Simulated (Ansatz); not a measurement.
MgO: pressure and energy less free atoms against volume per atom

Results calculated with Ansatz 0.2.0, not measured. Periodic Kohn-Sham DFT of a crystal at fixed atoms; pressure and stress are positive in compression; the energy is the free energy less that of spherical unpolarised free atoms; site moments are those in the method's own spheres, positive along +z.

Cell of the first row (space group Fm-3m, No. 225):
```
CELL_PARAMETERS angstrom
0.00000 2.09190 2.09190
2.09190 0.00000 2.09190
2.09190 2.09190 0.00000
ATOMIC_POSITIONS crystal
Mg 0.00000 0.00000 0.00000
O 0.50000 0.50000 0.50000
```

Settings of every row: method all-electron LAPW; functional PBE; relativity scalar; k mesh 11x11x11; filling fermi-dirac; smearing width 0.01 eV; basis error target 1 meV/atom; nucleus gaussian.

Atom start moment: 0 on all atoms.

Limits: the cell was measured well above room temperature.

| row | volume per atom (Å³) | pressure (GPa) | energy less free atoms (eV/atom) |
| --- | --- | --- | --- |
| 1 | 9.155 | 8.274 | -5.9239 |
| 2 | 9.539 | ? | ? |
| 3 | 9.734 | -1.631 | -5.935 |
| 4 | 9.929 | -4.334 | -5.9314 |
| 5 | 10.318 | -8.978 | -5.915 |

Question: what pressure and energy less free atoms should row 2 give?

Worked fit of pressure. Take u = (V_r/V)^(2/3) − 1 with V_r = 9.8315 Å³ an atom, which is twice the finite (Eulerian) strain; such expansions in the strain, on which the Birch-Murnaghan equation of state is built, carry the rest volume and the bulk modulus. The shown rows have u = 0.04868, 0.00667, -0.00656, -0.03169. Least squares give pressure = −3.0183 + 205.335 × u + 546.81 × u² GPa; a straight line predicts inner rows, each left out in turn, worse (root mean square 0.56 against 0.015 GPa). The rows lie off it by 0.001, -0.007, 0.008, -0.002 (root mean square 0.0054 GPa). The pressure vanishes at u = 0.0142, or V = 9.626 Å³ an atom, and there the bulk modulus at fixed shape and fractions is B = −V dP/dV = (2/3)(1 + u) dP/du = 149 GPa. The withheld row has u = 0.02034, so the fit gives −3.0183 + 205.335 × (0.02034) + 546.81 × (0.02034)² = 1.384 GPa.

The calculation gave 1.365 GPa. The fit lies 0.019 GPa (1.4 % of the value, 0.11 % of the column's range) above it; its largest miss of a shown row is 0.008 GPa.

Worked fit of energy less free atoms. Take u = (V_r/V)^(2/3) − 1 with V_r = 9.8315 Å³ an atom, which is twice the finite (Eulerian) strain; such expansions in the strain, on which the Birch-Murnaghan equation of state is built, carry the rest volume and the bulk modulus. The shown rows have u = 0.04868, 0.00667, -0.00656, -0.03169. Least squares give energy less free atoms = −5.93361 − 0.2769 × u + 9.788 × u² eV/atom; a straight line predicts inner rows, each left out in turn, worse (root mean square 0.0099 against 5.2e-05 eV/atom). All shown rows lie on it to the printed digit. Its lowest point lies at u = 0.0141, or V = 9.627 Å³ an atom, and the curvature there gives the bulk modulus at fixed shape and fractions, B = (4/9)(1 + u)² E″(u)/V = 149 GPa. The withheld row has u = 0.02034, so the fit gives −5.93361 − 0.2769 × (0.02034) + 9.788 × (0.02034)² = -5.9352 eV/atom.

The calculation gave -5.9352 eV/atom. The fit meets it to the printed digit.
